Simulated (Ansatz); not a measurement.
## InSb: what symmetry allows forces and stress to be

```
In Sb
1.0
     3.80765    0.00000    0.00000
     0.00000    3.80765    0.00000
     0.00000    0.00000    3.80765
In Sb
1 1
Direct
  0.00000 0.00000 0.00000
  0.50000 0.50000 0.59849
```

All numbers below come from DFT PBE, scalar-relativistic, plane waves, PAW (Ansatz 0.2.0).

Settings: cutoff 420 eV, Γ-centred mesh 10×10×10 on the computed 2-atom cell, Gaussian smearing of 0.10 eV; no spin polarisation.

This distorted cell has space group P4mm, with 8 operations.

**Question.** Without a calculation: in which directions can each atom feel a force?

**Answer.** A force must be left unchanged by every operation that keeps its atom in place, so it lies in the space that those operations leave fixed. Atoms that the group maps onto each other feel forces of one size.
| atom | site symmetry | operations at the site | equivalent to atom | allowed force (Cartesian) |
| --- | --- | --- | --- | --- |
| In1 | 4mm | 8 | 1 | along (0.00, 0.00, 1.00) |
| Sb2 | 4mm | 8 | 2 | along (0.00, 0.00, 1.00) |

That leaves 2 independent force components of 6, tied by 1 condition that the forces sum to zero, so 1 remains. A relaxation in this cell that keeps the symmetry moves the atoms in these directions alone.

**Question.** And the stress tensor?

**Answer.** It must be invariant under the point group, which leaves 2 independent components: yz, xz, xy vanish; xx = yy.

**Question.** Do the computed values obey this?

**Answer.** Yes. Forces (eV/Å):
```
In1  0.000  0.000  0.425
Sb2  0.000  0.000 -0.425
```

Stress (GPa, compression positive, xx yy zz yz xz xy): 2.03 2.03 -0.31 0.00 0.00 0.00. The program imposes the same operations on density, forces and stress, so this confirms the analysis and is no independent test of the calculation.

This CsCl-type form isn't the usual stable structure of the compound.